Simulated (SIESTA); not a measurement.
Write the native input for SIESTA 5.4.2 that does the following.

```yaml
Task: single point
Functional: PBEsol
Potentials_or_basis: PseudoDojo 0.4 standard (PBEsol files)
Basis: DZP (energy shift 0.003 Ry; two zetas on semicore shells; d shell added on Sr)
Grid_cutoff: 800 Ry
Energy_shift: 0.003 Ry
k_mesh: 9 × 9 × 9
Occupations: fermi-dirac, width 0.05 eV
Spin: no spin polarisation
```

Crystal: SrO.

```
CELL_PARAMETERS angstrom
0.00000 2.56630 2.56630
2.56630 0.00000 2.56630
2.56630 2.56630 0.00000
ATOMIC_POSITIONS crystal
Sr 0.50000 0.50000 0.50000
O 0.00000 0.00000 0.00000
```

One way to write it, as run:

SrO.fdf

```
SystemName                      SrO
SystemLabel                     SrO
NumberOfSpecies                 2
NumberOfAtoms                   2
%block ChemicalSpeciesLabel
  1  38 Sr
  2   8 O
%endblock ChemicalSpeciesLabel

LatticeConstant                 1.0 Ang
%block LatticeVectors
     0.0000000000     2.5663000000     2.5663000000
     2.5663000000     0.0000000000     2.5663000000
     2.5663000000     2.5663000000     0.0000000000
%endblock LatticeVectors
AtomicCoordinatesFormat         Fractional
%block AtomicCoordinatesAndAtomicSpecies
     0.5000000000     0.5000000000     0.5000000000  1  Sr
     0.0000000000     0.0000000000     0.0000000000  2  O
%endblock AtomicCoordinatesAndAtomicSpecies

%block kgrid.MonkhorstPack
    9   0   0  0.0
    0   9   0  0.0
    0   0   9  0.0
%endblock kgrid.MonkhorstPack
XC.Functional                   GGA
XC.Authors                      PBEsol
PAO.BasisSize                   DZP
PAO.EnergyShift                 0.003 Ry
Mesh.Cutoff                     800 Ry
OccupationFunction              FD
ElectronicTemperature           0.05 eV
MaxSCFIterations                120
SCF.MustConverge                false
SCF.Mixer.Method                Pulay
SCF.Mixer.Weight                0.25
SCF.Mixer.History               8
SCF.DM.Tolerance                5.0e-05
SCF.H.Tolerance                 1.0e-03 eV
WriteForces                     true
Charge.Mulliken                 end
Charge.Hirshfeld                end
Charge.Voronoi                  end
SaveRho                         true
SaveElectrostaticPotential      true
%block PAO.Basis
  Sr 5
  n=4 0 2
    3.897 0.000
  n=5 0 2
    9.500 0.000
  n=4 1 2
    4.631 0.000
  n=5 1 1
    9.500
  n=4 2 1
    7.000
%endblock PAO.Basis
```

Potentials or basis: PseudoDojo 0.4 standard (PBEsol files), DZP (energy shift 0.003 Ry; two zetas on semicore shells; d shell added on Sr).

Launch:

```bash
$ siesta < SrO.fdf > SrO.out 2>&1
```

Results of the run:

```json
{"Pressure": "0.0 GPa", "Band gap on the k mesh": "3.20 eV, indirect (least direct gap 3.30 eV)", "Hirshfeld charges": "Sr +0.36; O -0.36 e", "Voronoi charges": "Sr +0.34; O -0.34 e"}
```

Caveat: Mulliken charges of long-ranged orbitals can have an unphysical sign; an odd mesh through Γ misses points on the zone boundary, where band edges often lie; the basis of atomic orbitals isn't converged, which shifts pressures, moduli and gaps.

Run time: 40 s on 1 thread of Arm Neoverse V2 (shared host), peak memory 0.29 GiB.
